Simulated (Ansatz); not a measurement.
# TiB2: the cost of one run

Method: DFT PBE, scalar-relativistic, plane waves, PAW, unless a step names another level, in Ansatz 0.2.0.

7 further runs of the same task are left out: 7 set aside as unsound or not needed.

## Step 1: What the formula suggests

Pauling electronegativities: Ti 1.54, B 2.04 (spread 0.50). No set of common oxidation states balances it. Tabulated atomic sizes suggest about 9 Å³/atom. 33 candidates were drawn, by swapping species into database cells of other compounds, at random by space group and Wyckoff sites, or by hand, as the table says:

| name | made from | space group no. | Wyckoff sites | atoms (primitive cell) | V (Å³/atom) |
| --- | --- | --- | --- | --- | --- |
| c01 | database cell of EuSb2 | 11 | Ti 2e; B 2e, 2e | 6 | 9.8 |
| c02 | random | 186 | Ti 2b; B 2b, 2a | 6 | 11.8 |
| c03 | random | 156 | Ti 1b; B 1c, 1c | 3 | 10.9 |
| c04 | database cell of NbB2 | 191 | Ti 1a; B 2d | 3 | 8.6 |
| c05 | random | 71 | Ti 2c; B 4j | 3 | 11.1 |
| c06 | database cell of ZrAg2 | 139 | Ti 2a; B 4e | 3 | 9.7 |
| c07 | random | 141 | Ti 4a; B 8d | 6 | 11.7 |
| c08 | random | 99 | Ti 1a; B 2c | 3 | 12.1 |
| c09 | random | 107 | Ti 2a; B 4b | 3 | 9.7 |
| c10 | random | 191 | Ti 1b; B 2c | 3 | 10.5 |
| c11 | random | 65 | Ti 2c; B 4j | 3 | 9.8 |
| c12 | random | 140 | Ti 4a; B 8h | 6 | 10.4 |
| c13 | random | 157 | Ti 2b; B 3c, 1a | 6 | 11.4 |
| c14 | random | 123 | Ti 2f; B 4j | 6 | 9.9 |
| c15 | database cell of TiH2 | 139 | Ti 2a; B 4d | 3 | 8.0 |
| c16 | random | 123 | Ti 1a; B 2g | 3 | 10.1 |
| c17 | database cell of Cu2Sb | 129 | Ti 2c; B 2a, 2c | 6 | 8.6 |
| c18 | database cell of FeCl2 | 166 | Ti 3a; B 6c | 3 | 9.3 |
| c19 | random | 71 | Ti 2d; B 4i | 3 | 9.5 |
| c20 | database cell of CrTe2 | 164 | Ti 1b; B 2d | 3 | 9.8 |
| c21 | random | 123 | Ti 1b; B 2g | 3 | 11.7 |
| c22 | database cell of VTe2 | 164 | Ti 1a; B 2d | 3 | 9.6 |
| c23 | database cell of ScGa2 | 65 | Ti 4i; B 4j, 2c, 2a | 6 | 10.3 |
| c24 | database cell of AlAg2 | 63 | Ti 4c; B 8g | 6 | 8.7 |
| c25 | random | 99 | Ti 1b; B 1a, 1b | 3 | 9.9 |
| c26 | random | 216 | Ti 4c; B 4b, 4d | 3 | 11.0 |
| c27 | database cell of Bi2Pt | 12 | Ti 2a; B 4i | 3 | 10.6 |
| c28 | random | 191 | Ti 1a; B 2c | 3 | 10.3 |
| c29 | database cell of Fe2Sn | 194 | Ti 2d; B 2c, 2a | 6 | 8.0 |
| c30 | database cell of DyH2 | 225 | Ti 4a; B 8c | 3 | 8.4 |
| c31 | random | 191 | Ti 1b; B 2d | 3 | 10.0 |
| c32 | random | 191 | Ti 1a; B 2e | 3 | 11.7 |
| c33 | random | 12 | Ti 2a; B 4i | 3 | 11.9 |

## Step 2: Screening run of c04

Contents of input.yaml:

```yaml
crystal:
  lattice:
    - [3.04592508, 0.0, 0.0]
    - [-1.52296254, 2.6378485, 0.0]
    - [0.0, 0.0, 3.20262821]
  atoms:
    - { symbol: Ti, position: [0.0, 0.0, 0.0] }
    - { symbol: B, position: [0.33333333, 0.66666667, 0.5] }
    - { symbol: B, position: [0.66666667, 0.33333333, 0.5] }
basis:
  ecutwfc: 420
kpoints:
  mp_grid: { grid: [7, 7, 6] }
hamiltonian:
  xc: pbe
scf:
  occupations: { method: gaussian, width: 0.2 }
  lower_state_search: "off"
output:
  forces: true
  stress: true
  eigenvalues: true
relax:
  adjacent_minimum: "off"
  f_tol: 0.08
  max_steps: 16
  cell: { stress_tol: 0.8 }
```

Started as:

```console
ansatz run input.yaml --threads 1 --pin off --max-ram 2560MiB --backend cpu --events-out ev --progress --plain --runs-dir out
```

**Question.** How long does this run take on 1 thread of Arm Neoverse V1, shared host, and how much memory does it need?

About 3.2 s, with a peak of 0.29 GiB.
